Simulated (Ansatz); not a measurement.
Eigenvalues along a path: Ba (diamond type)

```
CELL_PARAMETERS angstrom
0.00000 3.23801 3.23801
3.23801 0.00000 3.23801
3.23801 3.23801 0.00000
ATOMIC_POSITIONS crystal
Ba 0.87500 0.87500 0.87500
Ba 0.12500 0.12500 0.12500
```

The cell comes from a relaxation on PAW files under the same functional, begun from a prototype that needn't be the stable phase.

All numbers are PBE results (scalar-relativistic) from Ansatz 0.2.0, with a Γ-centred 9×9×9 k mesh, Fermi–Dirac smearing of 0.05 eV, no spin polarisation. Methods: LAPW: all electrons, basis error target 1 meV/atom.

This run: volume at 0.6 of the series' base cell.

Spin–orbit coupling is left out, which matters for the heavy atoms. The structure type is held throughout; the real material can change phase at far lower pressure.

Path points, in fractions of the reciprocal vectors: Γ (0.000, 0.000, 0.000), X (0.500, 0.000, 0.500), U (0.625, 0.250, 0.625), K (0.375, 0.375, 0.750), L (0.500, 0.500, 0.500), W (0.500, 0.250, 0.750). The distance column jumps between branches of the path. Levels in eV from the Fermi level; bands 21 to 32, counted from the lowest band of the run. The gap is zero, the pressure 23.0 GPa.

```
# k(1/Å) point b21 b22 b23 b24 b25 b26 b27 b28 b29 b30 b31 b32
0.000 Γ -15.14 -15.14 -15.14 -12.33 -12.33 -12.33 -1.60 0.12 0.12 2.36 2.36 2.36
0.121 - -15.19 -15.19 -15.10 -12.36 -12.26 -12.26 -1.49 -0.06 0.16 2.42 2.42 2.55
0.243 - -15.30 -15.30 -14.98 -12.44 -12.08 -12.08 -1.19 -0.45 0.29 2.56 2.56 2.99
0.364 - -15.46 -15.46 -14.79 -12.56 -11.82 -11.82 -0.86 -0.72 0.50 2.69 2.69 3.53
0.485 - -15.62 -15.62 -14.56 -12.72 -11.54 -11.54 -1.20 -0.22 0.79 2.55 2.55 3.20
0.606 - -15.77 -15.77 -14.30 -12.90 -11.27 -11.27 -1.40 0.05 1.15 2.13 2.13 2.94
0.728 - -15.88 -15.88 -14.03 -13.09 -11.04 -11.04 -1.45 -0.16 1.59 1.71 1.71 3.40
0.849 - -15.95 -15.95 -13.77 -13.30 -10.89 -10.89 -1.31 -0.60 1.43 1.43 2.08 3.23
0.970 X -15.97 -15.97 -13.53 -13.53 -10.83 -10.83 -1.02 -1.02 1.33 1.33 2.64 2.64
1.013 - -15.98 -15.97 -13.53 -13.51 -10.84 -10.83 -1.04 -1.01 1.30 1.37 2.64 2.66
1.056 - -15.99 -15.97 -13.55 -13.48 -10.85 -10.83 -1.09 -0.99 1.23 1.46 2.66 2.72
1.099 - -16.01 -15.96 -13.58 -13.42 -10.87 -10.83 -1.16 -0.94 1.12 1.61 2.69 2.81
1.142 - -16.03 -15.94 -13.62 -13.35 -10.90 -10.83 -1.24 -0.89 0.99 1.80 2.72 2.92
1.185 - -16.05 -15.92 -13.67 -13.26 -10.94 -10.83 -1.32 -0.82 0.84 2.01 2.77 3.04
1.227 - -16.08 -15.90 -13.73 -13.16 -10.98 -10.83 -1.39 -0.73 0.69 2.25 2.83 3.15
1.270 - -16.10 -15.88 -13.80 -13.06 -11.03 -10.84 -1.45 -0.64 0.53 2.49 2.90 3.27
1.313 U -16.11 -15.85 -13.88 -12.95 -11.08 -10.85 -1.48 -0.54 0.38 2.75 2.98 3.39
1.907 K -16.11 -15.85 -13.88 -12.95 -11.08 -10.85 -1.48 -0.54 0.38 2.75 2.98 3.39
2.036 - -16.12 -15.75 -14.12 -12.64 -11.27 -10.90 -1.44 -0.21 -0.03 3.27 3.38 3.46
2.165 - -16.05 -15.64 -14.38 -12.41 -11.49 -11.01 -1.15 -0.34 0.05 2.76 2.89 3.66
2.293 - -15.92 -15.52 -14.63 -12.27 -11.71 -11.21 -0.71 -0.53 0.14 2.17 2.78 3.56
2.422 - -15.73 -15.40 -14.83 -12.22 -11.91 -11.47 -0.58 -0.48 0.10 2.06 2.76 3.59
2.551 - -15.52 -15.29 -14.98 -12.23 -12.08 -11.76 -0.73 -0.48 0.06 2.52 2.59 3.51
2.679 - -15.33 -15.21 -15.08 -12.27 -12.22 -12.05 -1.15 -0.27 0.07 2.45 2.58 3.23
2.808 - -15.19 -15.16 -15.13 -12.31 -12.30 -12.25 -1.48 -0.01 0.10 2.38 2.42 2.62
2.936 Γ -15.14 -15.14 -15.14 -12.33 -12.33 -12.33 -1.60 0.12 0.12 2.36 2.36 2.36
3.041 - -15.16 -15.16 -15.14 -12.31 -12.30 -12.30 -1.52 0.07 0.07 2.33 2.49 2.49
3.147 - -15.21 -15.21 -15.14 -12.24 -12.22 -12.22 -1.30 -0.04 -0.04 2.25 2.83 2.83
3.252 - -15.29 -15.29 -15.14 -12.13 -12.10 -12.10 -0.98 -0.14 -0.14 2.21 3.21 3.21
3.357 - -15.37 -15.37 -15.16 -11.98 -11.97 -11.97 -0.65 -0.17 -0.17 2.28 2.72 3.24
3.462 - -15.44 -15.44 -15.18 -11.84 -11.84 -11.81 -0.42 -0.11 -0.11 1.83 2.77 2.77
3.567 - -15.50 -15.50 -15.20 -11.74 -11.74 -11.65 -0.32 0.04 0.04 1.27 2.18 2.18
3.672 - -15.54 -15.54 -15.21 -11.67 -11.67 -11.53 -0.31 0.25 0.25 0.92 1.69 1.69
3.777 L -15.55 -15.55 -15.22 -11.65 -11.65 -11.49 -0.32 0.38 0.38 0.81 1.46 1.46
3.862 - -15.65 -15.56 -15.10 -11.78 -11.63 -11.38 -0.42 0.22 0.36 0.98 1.54 1.64
3.948 - -15.79 -15.60 -14.88 -11.98 -11.57 -11.23 -0.64 -0.04 0.36 1.27 1.76 2.05
4.034 - -15.92 -15.65 -14.63 -12.20 -11.47 -11.11 -0.90 -0.29 0.41 1.58 2.12 2.53
4.120 - -16.01 -15.72 -14.38 -12.43 -11.36 -11.01 -1.12 -0.53 0.52 1.89 2.58 3.02
4.205 - -16.07 -15.80 -14.12 -12.66 -11.23 -10.94 -1.27 -0.75 0.67 2.13 3.07 3.45
4.291 - -16.09 -15.89 -13.87 -12.89 -11.11 -10.91 -1.33 -0.94 0.87 2.13 3.26 3.79
4.377 - -16.07 -15.96 -13.62 -13.13 -11.01 -10.90 -1.32 -1.11 1.14 1.83 3.44 3.91
4.463 W -16.03 -16.03 -13.37 -13.37 -10.94 -10.94 -1.24 -1.24 1.46 1.46 3.72 3.72
4.523 - -16.03 -16.03 -13.38 -13.38 -10.94 -10.94 -1.23 -1.23 1.46 1.46 3.64 3.64
4.584 - -16.02 -16.02 -13.40 -13.40 -10.92 -10.92 -1.21 -1.21 1.45 1.45 3.46 3.46
4.645 - -16.01 -16.01 -13.42 -13.42 -10.91 -10.91 -1.18 -1.18 1.43 1.43 3.26 3.26
4.705 - -16.00 -16.00 -13.45 -13.45 -10.89 -10.89 -1.14 -1.14 1.40 1.40 3.06 3.06
4.766 - -15.99 -15.99 -13.48 -13.48 -10.87 -10.87 -1.09 -1.09 1.38 1.38 2.88 2.88
4.827 - -15.98 -15.98 -13.50 -13.50 -10.85 -10.85 -1.06 -1.06 1.35 1.35 2.75 2.75
4.887 - -15.98 -15.98 -13.52 -13.52 -10.84 -10.84 -1.03 -1.03 1.34 1.34 2.67 2.67
4.948 X -15.97 -15.97 -13.53 -13.53 -10.83 -10.83 -1.02 -1.02 1.33 1.33 2.64 2.64
```
